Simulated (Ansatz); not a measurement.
Input of an Ansatz 0.2.0 run:

input.yaml

```yaml
crystal:
  lattice:
    - [0.0, 2.256, 2.256]
    - [2.256, 0.0, 2.256]
    - [2.256, 2.256, 0.0]
  atoms:
    - { symbol: Hf, position: [0.0, 0.0, 0.0] }
    - { symbol: "N", position: [0.5, 0.5, 0.5] }
hamiltonian:
  xc: { exchange: pbe, correlation: pbe, exx: { coeff: 0.5 } }
  pseudopotentials: { kind: paw }
kpoints:
  mp_grid: { grid: [6, 6, 6] }
scf:
  occupations: { method: fermi_dirac, width: 0.05 }
output:
  forces: true
  stress: true
  eigenvalues: true
```

Potentials or basis: Ansatz PAW.

Run with:

```bash
$ ansatz run input.yaml --threads 2 --pin off --max-ram 5632MiB --backend cpu --events-out ev --progress --plain --runs-dir out
```

Q: Estimate the pressure.

A: -3.0 GPa.

Q: What does it give for the band gap on the k mesh?

A: None (metal or under the smearing width).

Caveat: the k mesh is coarse (spacing up to 0.40 Å⁻¹), so the values aren't converged, least of all with exact exchange; the pressure holds a Pulay correction of +0.5 GPa for the finite cutoff; the PAW data sets come from PBE, with cores solved anew for the run's functional, which leaves a small shift of forces and pressure; the thresholds are loose for stress. The run has no spin-orbit coupling, so splittings on Hf are missing.
